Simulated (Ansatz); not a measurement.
# WSe2: the cost of one run

Computed with Ansatz 0.2.0 (DFT PBEsol, scalar-relativistic, plane waves, PAW, unless a step's input says otherwise).

1 further run of the same task is left out (set aside as unsound or not needed). Runs told in other sessions of the task aren't counted.

## Step 1: The system as given

The structure is hexagonal, space group P-6m2 (No. 187). Conventional cell: a = 3.270 Å, b = 3.270 Å, c = 16.661 Å, α = 90.00°, β = 90.00°, γ = 120.00°. Around W (site symmetry -6m2) lie 6 Se at 2.52 Å. Around Se (site symmetry 3m) lie 3 W at 2.52 Å.

Coordinates:

```
CELL_PARAMETERS angstrom
3.27025 0.00000 0.00000
-1.63513 2.83212 0.00000
0.00000 0.00000 16.66122
ATOMIC_POSITIONS crystal
W 0.00000 0.00000 0.00000
Se 0.33333 0.66667 0.10040
Se 0.33333 0.66667 0.89960
```

It goes back to an entry of the Materials Project, which need not be the stable form.

It is the result of an earlier relaxation at this level (volume 51.44 Å³/atom; gap on the mesh: 1.69 eV).

## Step 2: The reference cell

Reference values: F = -21106.7253 eV; pressure 0.00 GPa; largest force 0.001 eV/Å; gap on the mesh 1.69 eV. It was computed beforehand with the settings of the runs below.

## Step 3: Setting up moving one atom along a line

Atom 2 (Se) is moved by x along the Cartesian unit vector (0.000, -0.748, -0.663); the cell and all other atoms stay fixed. Forces below are components along that vector, summed over the moved atoms. In a periodic cell its images move with it.

## Step 4: At x = -0.100 Å

Contents of input.yaml:

```yaml
crystal:
  lattice:
    - [3.2702526784, 0.0, 0.0]
    - [-1.6351263392, 2.8321218963, 0.0]
    - [0.0, 0.0, 16.6612169706]
  atoms:
    - { symbol: W, position: [0.0, 0.0, 0.0] }
    - { symbol: Se, position: [0.3465477187, 0.6930954374, 0.1043794161] }
    - { symbol: Se, position: [0.3333333333, 0.6666666667, 0.8996007279] }
basis:
  ecutwfc: 420
kpoints:
  mp_grid: { grid: [12, 12, 2] }
hamiltonian:
  xc: pbesol
scf:
  occupations: { method: gaussian, width: 0.05 }
output:
  forces: true
  stress: true
  eigenvalues: true
```

Started as:

```console
$ ansatz run input.yaml --threads 1 --pin off --max-ram 2560MiB --backend cpu --events-out ev --progress --plain --runs-dir out
```

Q: Estimate wall time and peak memory on 1 thread of Intel Xeon at 2.50GHz (Skylake/Cascade Lake), shared host.

About 50 s, with a peak of 0.58 GiB.
